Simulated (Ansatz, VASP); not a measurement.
Two plane-wave programs on AlN

```
Al N
1.0
     0.00000    2.34186    2.11205
     2.11205    0.00000    2.11205
     2.11205    2.34186    0.00000
Al N
1 1
Direct
  0.98873 0.01127 0.01127
  0.77170 0.72830 0.72830
```

Change from the starting cell: mode 4 frozen in at -0.095 Å, strain +e along z and -e/2 along x and y +0.0700.

Alike in both runs: task single point; functional PBEsol; k mesh 10 × 10 × 10; occupations gaussian, width 0.05 eV; no spin polarisation.

```csv
,VASP,Ansatz
version,VASP 6.6.1,Ansatz 0.2.0
potentials or method,"VASP PAW PBE potentials, release 64 (Al, N)","scalar-relativistic, plane waves, PAW"
plane-wave cutoff (eV),520,520
valence electrons in the cell,8,8
```

|  | VASP | Ansatz | Ansatz less VASP |
| --- | --- | --- | --- |
| gap on the k mesh at the Fermi level (eV) | 2.70 | 2.71 | +0.008 |
| least direct gap on the mesh (eV) | 3.64 | 3.63 | -0.015 |
| pressure (GPa) | 2.1 | 2.0 | -0.05 |
| largest component of the traceless stress (GPa) | 10.47 | 10.46 | -0.009 |
| rms of the force components (eV/Å) | 1.051 | 1.042 | -0.0083 |

Atom by atom the forces differ by 0.008 eV/Å (rms over components). Ansatz warned: «pseudo_functional_mismatch».

Caveats: the PAW data sets were made with another functional, which shifts forces and pressure a little (VASP). A k mesh can miss the band edges.
